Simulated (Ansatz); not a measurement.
## Al₂O₃: a film clamped to a substrate

Computed with DFT PBE, scalar-relativistic, plane waves, PAW (Ansatz). Settings: plane waves to 420 eV, k-mesh 6×4×8 (Γ-centred), Gaussian smearing 0.05 eV. No spin polarisation. Energies are free energies at this smearing, counted from the undisturbed cell; pressure is positive in compression.

The undisturbed cell (relaxed at this level; this form isn't the usual structure):

```
CELL_PARAMETERS angstrom
4.71218 0.00000 0.00000
0.00000 9.70354 0.00000
0.00000 0.00000 3.02571
ATOMIC_POSITIONS crystal
Al 0.43174 0.32956 0.50000
Al 0.56826 0.67044 0.50000
Al 0.93174 0.17044 0.00000
Al 0.06826 0.82956 0.00000
O 0.75455 0.22696 0.50000
O 0.00000 0.00000 0.00000
O 0.74545 0.72696 0.00000
O 0.25455 0.27304 0.00000
O 0.24545 0.77304 0.50000
O 0.50000 0.50000 0.50000
```

The cell (10 atoms, V0 = 138.35 Å³) is strained by p along both x and y and by q along z, fractional coordinates fixed. τp = (1/V0) ∂E/∂p = (σxx + σyy)(1 + p)(1 + q) and τq = (1/V0) ∂E/∂q = σzz(1 + p)², with tension positive.

| p | q | ΔE (meV/atom) | τp (GPa) | τq (GPa) |
| --- | --- | --- | --- | --- |
| 0.000 | 0.000 | 0.00 | -0.05 | -0.01 |
| -0.040 | 0.000 | 59.38 | -36.24 | -4.69 |
| 0.040 | 0.000 | 47.56 | 26.15 | 3.83 |
| 0.000 | -0.040 | 23.30 | -4.70 | -14.14 |
| 0.000 | 0.040 | 19.18 | 3.85 | 10.60 |

Q: Get the second derivatives of the energy density.

A: Central differences give A = ∂τp/∂p = 780 GPa (C11 + C22 + 2 C12), C = ∂τq/∂q = 309 GPa (C33) and the cross term B = ∂τq/∂p = 107 GPa (C13 + C23); ∂τp/∂q = 107 GPa must equal B, and any difference shows higher-order terms. Steps this large leave an error of some per cent of A or C in all of these, which can swamp a small B. The ions are clamped.

Q: A film of this crystal grows with z along the normal on a substrate that imposes p. How does its thickness respond, and what does the misfit cost?

A: Count p and q from the stress-free cell. A free surface needs τq = 0, so q = −(B/C) p = -0.34 p. The energy density left is (A − B²/C) p²/2 = M p², with the biaxial modulus M = 372 GPa; a misfit of 1 % costs 3.21 meV/atom, against 3.37 meV/atom if the thickness were held.

At p = 0.080 the energies along q are 215.6 (q = -0.080), 168.7 (q = -0.040), 172.0 (q = 0.000), 213.0 (q = 0.040), 282.0 (q = 0.080) meV/atom.

Q: Does the linear rule hold at this misfit?

A: A parabola through the lowest point and its neighbours has its minimum at q = -0.023, 164.0 meV/atom. With the stress left in the starting cell, τp0 and τq0, linear elasticity gives q = −(τq0 + Bp)/C = -0.028 and E = V0(τp0 p + τq0 q + Ap²/2 + Bpq + Cq²/2)/N = 205.0 meV/atom. The energies differ by more than a tenth, so the quadratic law fails here: the gap holds the anharmonic part, with some error from the wide steps. Cubic terms also shift the vertex of so wide a parabola.

Forces appear on the atoms along this scan, and letting them relax would lower the energy and soften the response.

Cost: 21 runs of about 14 core-minutes in all, on Intel Xeon Processor @ 2.50GHz (Skylake/Cascade Lake) (shared hosts).